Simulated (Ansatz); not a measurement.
KBr (rocksalt) under strain

KBr in the rocksalt structure, relaxed with r2SCAN in Ansatz 0.2.0. The symmetry is Fm-3m (No. 225, cubic); conventional cell a = 6.604 Å, 36.01 Å³ an atom. K is surrounded by 6 Br at 3.30 Å; Br is surrounded by 6 K at 3.30 Å.

The axes x, y and z are those of this cell:
```
CELL_PARAMETERS angstrom
0.00000 3.30225 3.30225
3.30225 0.00000 3.30225
3.30225 3.30225 0.00000
ATOMIC_POSITIONS crystal
K 0.00000 0.00000 0.00000
Br 0.50000 0.50000 0.50000
```

Unstrained: The PBE gap is direct at Γ: 4.430 eV. With r2SCAN the gap is 5.071 eV and direct, at Γ. The HSE06 gap is direct at Γ: 5.596 eV. Meshes: PBE 6×6×6, r2SCAN 6×6×6, HSE06 4×4×4. Strains are changes of length per length. After each strain the atoms were relaxed again with r2SCAN within the symmetry that the strain leaves, so tilts or polar shifts that break it weren't tested; points keep the names that they have in the unstrained zone. (Simulation; spin polarisation is off.)

Changes of the least gap in eV (an overlap counts as a negative gap):
```
                                                                    strain  volume change (%)  space group     PBE  r2SCAN   HSE06  energy rise, r2SCAN (meV/atom)
                                              uniaxial -0.64 % along [111]               -0.6         R-3m  +0.008  +0.009  +0.009                             0.2
epitaxial -1.87 % in the plane normal to [111], free normal strain +2.12 %               -1.7         R-3m  +0.006  +0.008  +0.009                             1.9
                                        biaxial +3.69 % in x and y, z held               +7.5       I4/mmm  -0.192  -0.205  -0.207                            10.8
```

Uniaxial -0.64 % along [111], other directions held. HSE06: the gap goes from 5.596 to 5.605 eV (+0.009 eV); with r2SCAN the top three valence levels at Γ, degenerate before, become 1+2 from the top over 14 meV. Stress change with r2SCAN, compression positive: xx +0.10, yy +0.10, zz +0.10, xy +0.02, xz +0.02, yz +0.02 GPa.

Epitaxial -1.87 % in the plane normal to [111], free normal strain +2.12 %. HSE06: the gap goes from 5.596 to 5.605 eV (+0.009 eV); with r2SCAN the top three valence levels at Γ, degenerate before, become 2+1 from the top over 95 meV. Stress change with r2SCAN, compression positive: xx +0.27, yy +0.27, zz +0.27, xy -0.15, xz -0.15, yz -0.15 GPa.

Biaxial +3.69 % in x and y, z held. HSE06: the gap goes from 5.596 to 5.389 eV (-0.207 eV). Stress change with r2SCAN, compression positive: xx -1.22, yy -1.22, zz -0.32 GPa.

The runs are scalar-relativistic, without spin-orbit coupling.

The meshes of the hybrids are coarse, so their gaps aren't converged to the digits shown.

The splittings at Γ are without spin-orbit coupling, which regroups them where it is of like size or larger.
